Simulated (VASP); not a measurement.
# BaZrO3 (Pm-3m) in VASP: notebook, part 2 of 2

VASP 6.6.1.

## (3) Band structure, r2SCAN

Contents of INCAR:

```
SYSTEM = BaZrO3
PREC = Accurate ; ENCUT = 520
EDIFF = 1E-7 ; ISMEAR = 0
SIGMA = 0.02 ; LREAL = .False.
LASPH = .True. ; NELM = 80
ALGO = Normal ; ISIF = 2
LWAVE = .False. ; LCHARG = .False.
LMAXMIX = 4 ; METAGGA = R2SCAN
LMIXTAU = .True. ; NBANDS = 28
```

Contents of KPOINTS:

```
Automatic mesh
0
Gamma
  6 6 6
  0 0 0
```

Contents of POSCAR:

```
BaZrO3
1.0
    4.1893600000      0.0000000000      0.0000000000
    0.0000000000      4.1893600000      0.0000000000
    0.0000000000      0.0000000000      4.1893600000
Ba Zr O
1 1 3
Direct
    0.0000000000      0.0000000000      0.0000000000
    0.5000000000      0.5000000000      0.5000000000
    0.5000000000      0.0000000000      0.5000000000
    0.5000000000      0.5000000000      0.0000000000
    0.0000000000      0.5000000000      0.5000000000
```

Contents of KPOINTS_OPT:

```
path GXMGRX,MR
20
line-mode
reciprocal
 0.0000000000  0.0000000000  0.0000000000  G
 0.0000000000  0.5000000000  0.0000000000  X

 0.0000000000  0.5000000000  0.0000000000  X
 0.5000000000  0.5000000000  0.0000000000  M

 0.5000000000  0.5000000000  0.0000000000  M
 0.0000000000  0.0000000000  0.0000000000  G

 0.0000000000  0.0000000000  0.0000000000  G
 0.5000000000  0.5000000000  0.5000000000  R

 0.5000000000  0.5000000000  0.5000000000  R
 0.0000000000  0.5000000000  0.0000000000  X

 0.5000000000  0.5000000000  0.0000000000  M
 0.5000000000  0.5000000000  0.5000000000  R
```

Potentials or basis: VASP PAW PBE potentials, release 64 (Ba_sv, Zr_sv, O).

Launch:

```
cat potpaw_PBE.64/Ba_sv/POTCAR potpaw_PBE.64/Zr_sv/POTCAR potpaw_PBE.64/O/POTCAR > POTCAR
mpirun -np 1 vasp_std > vasp.out
```

OUTCAR:

```text
SYSTEM = BaZrO3
   PREC = Accurate
   ENCUT = 520
   EDIFF = 1E-7
   ISMEAR = 0
   LREAL = .False.
   LASPH = .True.
   NELM = 80
   ISIF = 2
   METAGGA = R2SCAN

 ion  position               nearest neighbor table
   1  0.000  0.000  0.000-   3 2.96   4 2.96   5 2.96   3 2.96   5 2.96   4 2.96   5 2.96   5 2.96
                             3 2.96   4 2.96   3 2.96   4 2.96   2 3.63   2 3.63   2 3.63   2 3.63
   2  0.500  0.500  0.500-   3 2.09   4 2.09   5 2.09   4 2.09   3 2.09   5 2.09   1 3.63   1 3.63
                             1 3.63   1 3.63   1 3.63   1 3.63   1 3.63   1 3.63
   3  0.500  0.000  0.500-   2 2.09   2 2.09   1 2.96   1 2.96   1 2.96   1 2.96
   4  0.500  0.500  0.000-   2 2.09   2 2.09   1 2.96   1 2.96   1 2.96   1 2.96
   5  0.000  0.500  0.500-   2 2.09   2 2.09   1 2.96   1 2.96   1 2.96   1 2.96

  LATTYP: Found a simple cubic cell.
 ALAT       =     4.1893600000

  Lattice vectors:

 A1 = (   4.1893600000,   0.0000000000,   0.0000000000)
 A2 = (   0.0000000000,   4.1893600000,   0.0000000000)
 A3 = (   0.0000000000,   0.0000000000,   4.1893600000)

Analysis of symmetry for initial positions (statically):
[... 179 lines left out ...]
 cond. band min:       7.2014544969   @ k =   0.0000   0.0000   0.0000
 fundamental gap:      3.7066452978
 Fermi energy:         3.7201828154

 k-point     1 :       0.0000    0.0000    0.0000
  band No.  band energies     occupation
      1     -45.0050      2.00000
      2     -22.4984      2.00000
      3     -22.4504      2.00000
      4     -22.4504      2.00000
      5     -22.4504      2.00000
      6     -13.8500      2.00000
[... 609 lines left out ...]
     27      13.2487      0.00000
     28      13.2487      0.00000

------------------------ aborting loop because EDIFF is reached ----------------------------------------

  FORCE on cell =-STRESS in cart. coord.  units (eV):
  Direction    XX          YY          ZZ          XY          YZ          ZX
  --------------------------------------------------------------------------------------
  -------------------------------------------------------------------------------------
  Total        1.3559535      1.3559535      1.3559535     -0.0000000      0.0000000     -0.0000000
  in kB       29.5469276     29.5469276     29.5469276     -0.0000000      0.0000000     -0.0000000
  external PRESSURE =      29.5469276 kB  Pullay stress =       0.0000000 kB

 VOLUME and BASIS-vectors are now :
 -----------------------------------------------------------------------------
  energy-cutoff  :      520.00
  volume of cell :       73.53
      direct lattice vectors                 reciprocal lattice vectors
     4.189360000  0.000000000  0.000000000     0.238699945  0.000000000  0.000000000
     0.000000000  4.189360000  0.000000000     0.000000000  0.238699945  0.000000000
     0.000000000  0.000000000  4.189360000     0.000000000  0.000000000  0.238699945

 POSITION                                       TOTAL-FORCE (eV/Angst)
 -----------------------------------------------------------------------------------
      0.00000      0.00000      0.00000         0.000000      0.000000      0.000000
      2.09468      2.09468      2.09468         0.000000      0.000000      0.000000
      2.09468      0.00000      2.09468         0.000000      0.000000      0.000000
      2.09468      2.09468      0.00000         0.000000      0.000000      0.000000
      0.00000      2.09468      2.09468         0.000000      0.000000      0.000000
 -----------------------------------------------------------------------------------
    total drift:                                0.000000     -0.000000     -0.000000

  FREE ENERGIE OF THE ION-ELECTRON SYSTEM (eV)
  ---------------------------------------------------
  free  energy   TOTEN  =       -85.0943873524 eV

  energy  without entropy=      -85.0943873524  energy(sigma->0) =      -85.09438735
```

OSZICAR:

```text
N       E                     dE             d eps       ncg     rms          rms(c)
DAV:   1     0.256963425191E+03    0.25696E+03   -0.22564E+04  1120   0.144E+03
DAV:   2    -0.848681749733E+02   -0.34183E+03   -0.33104E+03  1384   0.358E+02
DAV:   3    -0.106508840487E+03   -0.21641E+02   -0.21543E+02  1828   0.822E+01
DAV:   4    -0.107184044687E+03   -0.67520E+00   -0.67334E+00  1572   0.112E+01
DAV:   5    -0.107195530192E+03   -0.11486E-01   -0.11484E-01  1608   0.123E+00    0.314E+01
DAV:   6    -0.866503833044E+02    0.20545E+02   -0.23778E+01  1452   0.346E+01    0.118E+01
DAV:   7    -0.841262654514E+02    0.25241E+01   -0.21423E+00  1360   0.114E+01    0.482E+00
DAV:   8    -0.885655668472E+02   -0.44393E+01   -0.14565E+00  1204   0.958E+00    0.201E+00
DAV:   9    -0.846531067020E+02    0.39125E+01   -0.95862E-01  1152   0.719E+00    0.539E-01
DAV:  10    -0.848780959148E+02   -0.22499E+00   -0.14332E-01  1384   0.267E+00    0.579E-01
[... 58 further cycles ...]
DAV:   9    -0.730822543226E+04   -0.11087E-07     1020
       N       E                     dE             ncg
DAV:   1    -0.413073900549E+02   -0.27864E+05     1120
DAV:   2    -0.691042241280E+04   -0.68691E+04     1384
DAV:   3    -0.734160620084E+04   -0.43118E+03     1976
DAV:   4    -0.735138381626E+04   -0.97776E+01     1460
DAV:   5    -0.735165372039E+04   -0.26990E+00     1580
DAV:   6    -0.735165822582E+04   -0.45054E-02     1548
DAV:   7    -0.735165826498E+04   -0.39154E-04     1584
DAV:   8    -0.735165826545E+04   -0.47652E-06     1400
DAV:   9    -0.735165826546E+04   -0.74260E-08     1004
```

Wall time 4.9 min (1 thread of Intel Xeon Platinum 8488C (Sapphire Rapids), shared host); peak memory 0.21 GiB.

Results:

| Quantity | Value |
| --- | --- |
| Free energy | -85.0944 eV |
| Pressure | 3.0 GPa |
| Band gap on the k mesh | 3.71 eV, indirect (least direct gap 3.95 eV) |
| Band gap along the path | 3.71 eV, indirect (least direct gap 3.95 eV) |

Levels at the corners of the path, in eV from the valence-band top:
```tsv
point	band 17	band 18	band 19	band 20	band 21	band 22	band 23	band 24
Γ	-1.02	-0.24	-0.24	-0.24	3.71	3.71	3.71	5.17
X	-1.73	-1.69	-0.48	-0.48	4.15	6.24	6.24	6.98
X	-1.73	-1.69	-0.48	-0.48	4.15	6.24	6.24	6.98
M	-0.94	-0.94	-0.82	-0.08	6.21	6.21	7.00	7.15
M	-0.94	-0.94	-0.82	-0.08	6.21	6.21	7.00	7.15
Γ	-1.02	-0.24	-0.24	-0.24	3.71	3.71	3.71	5.17
Γ	-1.02	-0.24	-0.24	-0.24	3.71	3.71	3.71	5.17
R	-2.56	0.00	0.00	0.00	6.63	6.63	6.63	7.56
R	-2.56	0.00	0.00	0.00	6.63	6.63	6.63	7.56
X	-1.73	-1.69	-0.48	-0.48	4.15	6.24	6.24	6.98
M	-0.94	-0.94	-0.82	-0.08	6.21	6.21	7.00	7.15
R	-2.56	0.00	0.00	0.00	6.63	6.63	6.63	7.56
```

Caveat: the PAW data sets were made with another functional, which shifts forces and pressure a little; spin-orbit coupling is left out, which moves the levels of the heavy elements. r2SCAN opens gaps a little over a GGA but as a rule still falls short of measured ones.
